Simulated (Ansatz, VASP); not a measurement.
Ru: VASP beside Ansatz

The input INCAR:

```
SYSTEM = Ru
PREC = Accurate ; ENCUT = 520
EDIFF = 1E-6 ; ISMEAR = -1
SIGMA = 0.02 ; LREAL = .FALSE.
LASPH = .TRUE. ; NELM = 150
ALGO = Normal ; ISIF = 2
LWAVE = .FALSE. ; LCHARG = .FALSE.
MAGMOM = 0 0 0 0 0 0 ; LORBIT = 11
LSORBIT = .TRUE. ; GGA_COMPAT = .FALSE.
LORBMOM = .TRUE. ; LMAXMIX = 4
GGA = PE ; IVDW = 12
NBANDS = 40
```

Contents of KPOINTS:

```
regular mesh
0
G
  8 8 5
  0 0 0
```

File POSCAR:

```
Ru
1.0
    2.7414067149      0.0000000000      0.0000000000
   -1.3707033574      2.3741278572      0.0000000000
    0.0000000000      0.0000000000      4.3382472512
Ru
2
Direct
    0.6666666667      0.3333333333      0.7500000000
    0.3333333333      0.6666666667      0.2500000000
```

input.yaml

```yaml
crystal:
  lattice:
    - [2.7414067149, 0.0, 0.0]
    - [-1.3707033574, 2.3741278572, 0.0]
    - [0.0, 0.0, 4.3382472512]
  atoms:
    - { symbol: Ru, position: [0.6666666667, 0.3333333333, 0.75] }
    - { symbol: Ru, position: [0.3333333333, 0.6666666667, 0.25] }
kpoints:
  mp_grid: { grid: [8, 8, 5] }
scf:
  occupations: { method: fermi_dirac, width: 0.02 }
hamiltonian:
  xc: pbe
  dispersion: d3bj
  pseudopotentials: { kind: all_electron, lapw: { basis_error: 0.001 } }
magnetization:
  noncollinear: true
  spin_orbit: true
output:
  forces: true
  stress: true
  eigenvalues: true
```

Change from the starting cell: volume scaled by 1.04.

Alike in both runs: task single point; functional PBE; dispersion D3(BJ); k mesh 8 × 8 × 5; occupations fermi-dirac, width 0.02 eV; non-collinear spin, spin-orbit coupling.

|  | VASP | Ansatz |
| --- | --- | --- |
| version | VASP 6.6.1 | Ansatz 0.2.0 |
| potentials or method | VASP PAW PBE potentials, release 64 (Ru_pv) | all-electron LAPW, relativistic spinors |
| plane-wave cutoff (eV) | 520 | see its input |

Ansatz gave:

| Item | Value |
| --- | --- |
| gap on the k mesh at the Fermi level (eV) | none |
| pressure (GPa) | -14.8 |
| largest component of the traceless stress (GPa) | 1.01 |
| net moment per atom (μB) | 0.00 |
| dispersion energy (meV/atom) | -599.4 |

**Question.** What did VASP give for the same quantities?

**Answer.** gap on the k mesh at the Fermi level (eV): none; pressure (GPa): -14.8; largest component of the traceless stress (GPa): 1.02; net moment per atom (μB): 0.00; dispersion energy (meV/atom): -599.2.

A gap of «none» marks a metal or a gap that the smearing closes. Ansatz ran all-electron here, so the differences hold the error of VASP's frozen core and of both bases.

Caveats: the k mesh is thin for a metal, which can move the energy by tens of meV per atom (Ansatz); pairwise dispersion overbinds metals, which lowers pressure and volume (Ansatz).
